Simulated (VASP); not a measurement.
Crystal: ZnSnP2.

```
Zn Sn P
1.0
    -2.81272    2.81272    5.63919
     2.81272   -2.81272    5.63919
     2.81272    2.81272   -5.63919
Zn Sn P
2 2 4
Direct
  0.75000 0.25000 0.50000
  0.00000 0.00000 0.00000
  0.25000 0.75000 0.50000
  0.50000 0.50000 0.00000
  0.37500 0.35102 0.47602
  0.64898 0.12500 0.02398
  0.10102 0.62500 0.97602
  0.87500 0.89898 0.52398
```

The cell comes from a database or a generator and needn't be the stable form of this composition.

Base run:

- Program: VASP 6.6.1
- Functional: TB-mBJ
- Potentials or basis: VASP PAW PBE potentials, release 64 (Zn, Sn_d, P)
- Cutoff: 520 eV
- k mesh: 8 × 8 × 8
- Occupations: gaussian, width 0.03 eV
- Spin: no spin polarisation

Its results: band gap on the k mesh 1.68 eV, direct.

The run is repeated on the same cell with these changes: functional from TB-mBJ to r2SCAN. What comes out?

Band gap on the k mesh 1.30 eV, direct.

Caveats: spin-orbit coupling is left out, which moves the levels of the heavy elements.
